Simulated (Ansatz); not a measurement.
# Does disorder add resistance in series? Rh(111) layers with 12.5 % Ta

Two lengths of the disordered region are known. What area resistance does the third give?

How it was computed: Ansatz 0.2.0, plane waves with PAW datasets at their recommended cutoffs (420 eV for most), Fermi-Dirac smearing; ballistic transmission by layer matching. The area resistance is RA = A (h/2e²)(1/T − 1/N), with T the zone-mean transmission per spin and N the lead's channels, both averaged over a few energies near the Fermi level; for magnets each spin is taken apart, with h/e², and the two conduct in parallel. Lateral cell 2x2, PBE, a fresh random draw for each length.

Results; the value marked ? is to be predicted:

| length (Å) | channels N | RA (fΩ m²) |
| --- | --- | --- |
| 8.78 | 7.000 | 0.438 |
| 17.6 | 6.960 | 0.597 |
| 26.3 | 7.000 | ? |

Worked fit:

Ohm's law makes RA linear in the length: the slope is (0.597 − 0.438)/(17.6 − 8.78) = 0.0181 fΩ m² per Å, or 18 µΩ cm. Then 0.597 + 0.0181 × 8.78. Predicted: 0.756 fΩ m².

What the run gave:

1.15 fΩ m², so the prediction is 34 % too low. The three lengths together give 41 µΩ cm. Single draws scatter; these runs don't part the causes of the miss, and leave the question open.

**Limits.** The scatterers repeat sideways with the small cell. The slope is a raw one; a model of isotropic scattering puts it 1.01 times the bulk value over these lengths. Atoms sit unrelaxed on the host's lattice, and the pair may not mix at random in practice. Spin-orbit coupling is left out, which matters for Ta.
